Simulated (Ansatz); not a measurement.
# AlN (rocksalt type): from bands to localised orbitals, part 2 of 2

Where do the localised orbitals of AlN (rocksalt type) sit, how far are they spread, and how do the settings change that? The runs, in order: PBE, anion s p, 8×8×8; PBE, anion s p, 6×6×6; PBE, anion s p, 10×10×10; PBE, anion p, 8×8×8; r2SCAN, anion s p, 8×8×8; r2SCAN, anion p, 8×8×8; HSE06, anion s p, 8×8×8 (level, trial orbitals, Wannier mesh).

Ansatz 0.2.0; plane waves, PAW. The steps go on from the part before.

## Step 7: r2SCAN, anion p, 8×8×8

The input, input.yaml:

```yaml
crystal:
  lattice:
    - [0.0, 2.0188684454, 2.0188684454]
    - [2.0188684454, 0.0, 2.0188684454]
    - [2.0188684454, 2.0188684454, 0.0]
  atoms:
    - { symbol: Al, position: [0.0, 0.0, 0.0] }
    - { symbol: "N", position: [0.5, 0.5, 0.5] }
kpoints:
  mp_grid: { grid: [8, 8, 8] }
  band_path:
    path:
      - [[0.0, 0.0, 0.0], [0.5, 4.588618956548e-34, 0.5], [0.625, 0.25, 0.625]]
      - [[0.375, 0.375, 0.75], [0.0, 0.0, 0.0], [0.5, 0.5, 0.5], [0.5, 0.25, 0.75], [0.5, 4.588618956548e-34, 0.5]]
    npoints: 10
hamiltonian:
  xc: r2scan
scf:
  occupations: { method: fixed }
  n_extra_bands: 6
output:
  forces: false
  stress: false
  eigenvalues: true
  wannier:
    kmesh: [8, 8, 8]
    projections: [{ species: "N", l: p, shell: 2 }]
    minimise: true
    write_hr: true
    conv_tol: 1.0e-08
    max_iter: 3000
```

The run is started by

```sh
ansatz run input.yaml --threads 4 --pin off --max-ram 3686MiB --backend cpu --events-out ev --progress --plain --runs-dir out
```

Output, cut to the lines that bear on the results:

```text
Warning: RAYON_NUM_THREADS=4 ignored (pool sized by the plan → 4); use --threads N
scf.n_extra_bands = 6 over 4 filled bands (N_el = 8.0): the run solves 10 bands
[...]
Pseudopotentials: kind: paw
Pseudopotential: Al, paw, valence charge 3, recommended cutoff 500 eV (meta_gga), Al.paw.azcp
Pseudopotential: N, paw, valence charge 5, recommended cutoff 500 eV (meta_gga), N.paw.azcp
Functional definition: r2SCAN
[...]
Crystal: 2 atoms, lattice volume = 16.457 Å³
Basis set: ecut = 500 eV, 411 PW (Γ), exchange–correlation on 96×96×96 points (64 copies of the dense FFT grid, shifted against one another)
Bands: 10, of which v1, the nominal top of the filled ones, is band 4 counted from 1 (3 counted from 0)
Symmetry: 48 space group operations
Space group: Fm-3m (ITA 225), of the structure as read, at distance tolerance 2.5e-5 Å
k-points: 29 of 512
[...]
SCF iter   6: F=-928.148337 eV  HF=-928.148337 eV  |F-HF|=1.17e-8  |Δ(HF+E_count)|=   2.22e-8  Δρ=1.41e-5  dr2=3.42e-8  dr2_τ=4.54e-10  ethr=1.25e-9  ⟨swp⟩=7.1  Hψ=1451  notcnv=0
[...]
NSCF: frozen V_eff on 62 k-points
NSCF: frozen V_eff on 32 k-points
the Wannier pass solved 32 of the 512 points of its mesh, and has the states at the others by symmetry: states obtained by the crystal's operations at points that were solved too leave a residual of 1.97e-13 eV (read by the count's bands and the next), within 5.56e-6 eV
SCF converged after 6 iterations
Free energy (F): -928.148337 eV
[...]
E sigma→0 (E₀):  -928.148337 eV
Fermi energy:    11.096483 eV
[...]
--- Band table (eV; the first three rows and the last of 29) ---
  k-point 0: bands = ["-7.3321", "11.0965", "11.0965", "11.0965", "17.6264", "24.0308", "24.0308", "24.0308", "29.6620", "29.6620"]
[...]
Wannier search: line search 1 of at most 3000: gauge-dependent spread (as the search counts it) 0.0440006 Å², largest recent change 1.5e-4 Å² and fall left 7.4e-9 Å² against conv_tol 1.0e-8 Å², 0 stops escaped
```

Wall time 1.1 s (4 threads of Arm Neoverse V1, shared host); peak memory 0.3 GiB.

wannier.win names the bands that the functions span: 2-4 (counted from 1; 4 are filled).

The head of wannier.spreads.toml:

```toml
omega_i_ang2 = 3.786566938741565
omega_d_ang2 = 0.000000000000000000000000022770680485550911
omega_od_ang2 = 0.02977721740521473
omega_total_ang2 = 3.81634415614678
least_projectability = 0.7068216427990949
b_vectors_match_mmn = true
n_iter = 20
converged = true
rejected_fitted_steps = 0
```

The functions (centres in Å, on-site energies from the top of the filled bands):

```csv
n,x,y,z,spread (Å²),on-site (eV),nearest atoms,distance (Å)
1,2.019,2.019,2.019,1.272,-3.752,N2,0.00
2,2.019,2.019,2.019,1.272,-3.752,N2,0.00
3,2.019,2.019,2.019,1.272,-3.752,N2,0.00
```

Along the path each interpolated band stays within 0.01, 0.01, 0.00 eV of the nearest computed level, from the lowest band up.

## Step 8: HSE06, anion s p, 8×8×8

The input, input.yaml:

```yaml
crystal:
  lattice:
    - [0.0, 2.0188684454, 2.0188684454]
    - [2.0188684454, 0.0, 2.0188684454]
    - [2.0188684454, 2.0188684454, 0.0]
  atoms:
    - { symbol: Al, position: [0.0, 0.0, 0.0] }
    - { symbol: "N", position: [0.5, 0.5, 0.5] }
kpoints:
  mp_grid: { grid: [8, 8, 8] }
  band_path:
    path:
      - [0.0, 0.0, 0.0]
      - [0.5, 0.0, 0.5]
      - [0.625, 0.25, 0.625]
      - [0.375, 0.375, 0.75]
      - [0.5, 0.5, 0.5]
      - [0.5, 0.25, 0.75]
      - [0.0, 0.5, 0.5]
    npoints: 1
hamiltonian:
  xc: hse06
scf:
  occupations: { method: fixed }
  n_extra_bands: 6
output:
  forces: false
  stress: false
  eigenvalues: true
  wannier:
    kmesh: [8, 8, 8]
    projections: [{ species: "N", l: s, shell: 2 }, { species: "N", l: p, shell: 2 }]
    minimise: true
    write_hr: true
    conv_tol: 1.0e-08
    max_iter: 3000
```

The run is started by

```sh
ansatz run input.yaml --threads 4 --pin off --max-ram 3686MiB --backend cpu --events-out ev --progress --plain --runs-dir out
```

Output, cut to the lines that bear on the results:

```text
Warning: RAYON_NUM_THREADS=4 ignored (pool sized by the plan → 4); use --threads N
scf.n_extra_bands = 6 over 4 filled bands (N_el = 8.0): the run solves 10 bands
[...]
[... 3 set-up lines as earlier in the session ...]
Functional definition: HSE06
[...]
davidson cushion auto → on  (no smearing: the cushion is to keep the highest requested band from converging to the state above it; pin scf.eigensolver.cushion to override)
Crystal: 2 atoms, lattice volume = 16.457 Å³
Basis set: ecut = 420 eV, 331 PW (Γ)
Bands: 10, of which v1, the nominal top of the filled ones, is band 4 counted from 1 (3 counted from 0)
[... 2 set-up lines as earlier in the session ...]
k-points: 29 of 512
[...]
hybrid SCF converged: 2 outer / 8 inner (+2 warm-up), last move |dexx| = 6.98e-8 eV, tail = 3.52e-8 eV
Stability not checked: this state was not tested for a lower state beside it, because the functional holds exact exchange (a hybrid, or Hartree-Fock), whose exchange loop this test does not read (fock_operator; see scf.lower_state_search)
Free energy (F): -924.422421 eV
Frozen-core exchange: fock
[...]
E sigma→0 (E₀):  -924.422421 eV
Fermi energy:    10.432276 eV
[...]
--- Band table (eV; the first three rows and the last of 29) ---
  k-point 0: bands = ["-8.7911", "10.4323", "10.4323", "10.4323", "17.6987", "24.0946", "24.0946", "24.0946", "29.4458", "29.8812"]
[...]
Wannier search: line search 1 of at most 3000: gauge-dependent spread (as the search counts it) 1.3823922 Å², largest recent change 1.1e-1 Å² and fall left 2.2e-5 Å² against conv_tol 1.0e-8 Å², 0 stops escaped
```

Run time: 34 s. Hardware: 4 threads of Arm Neoverse V1, shared host; peak memory 0.79 GiB.

wannier.win names the bands that the functions span: 1-4 (counted from 1; 4 are filled).

The head of wannier.spreads.toml:

```toml
omega_i_ang2 = 2.9670571732317654
omega_d_ang2 = 0.00012624349421567693
omega_od_ang2 = 0.7027480531176401
omega_total_ang2 = 3.669931469843621
least_projectability = 0.9064896083484698
b_vectors_match_mmn = true
n_iter = 33
converged = true
rejected_fitted_steps = 0
```

The functions (centres in Å, on-site energies from the top of the filled bands):

```csv
n,x,y,z,spread (Å²),on-site (eV),nearest atoms,distance (Å)
1,1.776,2.262,1.776,0.917,-6.975,N2,0.42
2,2.262,1.776,1.776,0.917,-6.975,N2,0.42
3,2.262,2.262,2.262,0.917,-6.975,N2,0.42
4,1.776,1.776,2.262,0.917,-6.975,N2,0.42
```

## Step 9: Comparison

```csv
run,functions,total spread (Å²),invariant part (Å²),mean spread (Å²),largest miss of a band (eV),time
"PBE, anion s p, 8×8×8",4,3.776,3.065,0.944,0.01,0.78 s
"PBE, anion s p, 6×6×6",4,3.652,2.946,0.913,0.06,0.58 s
"PBE, anion s p, 10×10×10",4,3.835,3.124,0.959,0.00,1.2 s
"PBE, anion p, 8×8×8",3,3.975,3.940,1.325,0.01,0.66 s
"r2SCAN, anion s p, 8×8×8",4,3.656,2.959,0.914,0.01,1.2 s
"r2SCAN, anion p, 8×8×8",3,3.816,3.787,1.272,0.01,1.1 s
"HSE06, anion s p, 8×8×8",4,3.670,2.967,0.917,not checked,34 s
```

## Step 10: Summary of results

What follows sums up all 2 parts.

```
                              quantity                         value
   total spread, PBE, anion s p, 8×8×8      3.78 Å² over 4 functions
   total spread, PBE, anion s p, 6×6×6      3.65 Å² over 4 functions
total spread, PBE, anion s p, 10×10×10      3.84 Å² over 4 functions
     total spread, PBE, anion p, 8×8×8      3.97 Å² over 3 functions
total spread, r2SCAN, anion s p, 8×8×8      3.66 Å² over 4 functions
  total spread, r2SCAN, anion p, 8×8×8      3.82 Å² over 3 functions
 total spread, HSE06, anion s p, 8×8×8      3.67 Å² over 4 functions
              centres of the first set  0.42 Å from the nearest atom
```

What this shows: With PBE, anion s p, 8×8×8 the 4 functions move off the atoms, with a mean spread of 0.94 Å²; 81 % of the total is gauge invariant. The total spread goes from 3.65 Å² on 6×6×6 to 3.84 Å² on 10×10×10: finite differences in k understate it on coarse meshes, while the largest miss of a band goes from 0.06 to 0.00 eV. On one set and mesh the functional gives 3.78 (PBE), 3.66 (r2SCAN), 3.67 (HSE06) Å².
